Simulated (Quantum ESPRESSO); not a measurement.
PbO (Litharge): dielectric tensor and Born charges under several settings

```
Pb O
1.0
     3.99000    0.00000    0.00000
     0.00000    3.99000    0.00000
     0.00000    0.00000    5.01000
Pb O
2 2
Direct
  0.50000 0.00000 0.76000
  0.00000 0.50000 0.24000
  0.50000 0.50000 0.00000
  0.00000 0.00000 0.00000
```

All runs used Quantum ESPRESSO 7.5; k mesh 6 × 6 × 4, shifted; given cell; no spin polarisation; cutoff 612 eV; occupations smeared at first, fixed for the response.

| level | potentials | pressure (GPa) | ε∞ (diagonal) | Born charge of atom 1 (e) |
| --- | --- | --- | --- | --- |
| LDA | GBRV 1.5 LDA | ? | ? | ? |
| PBE | GBRV 1.5 PBE | 2.7 | 6.82, 6.82, 6.23 | 2.87 |
| PBEsol | GBRV 1.5 PBEsol | -1.2 | 6.95, 6.95, 6.36 | 2.87 |
| WC | GBRV 1.5 PBE | -1.0 | 6.99, 6.99, 6.39 | 2.87 |
| BLYP | GBRV 1.5 PBE | 6.5 | 6.58, 6.58, 5.96 | 2.84 |
| AM05 | GBRV 1.5 PBE | -0.2 | 6.87, 6.87, 6.25 | 2.87 |

**Question.** What stands in the row left open?

**Answer.** Pressure -3.9 GPa; ε∞ 6.91, 6.91, 6.31; Born charge of atom 1 2.86 e.

Caveats: the potentials were made for another functional, which shifts forces and pressure (some runs); the cell is more than 3 GPa from zero pressure, which shifts response properties (some runs).

For the row left open. Caveat: the cell is more than 3 GPa from zero pressure, which shifts response properties.
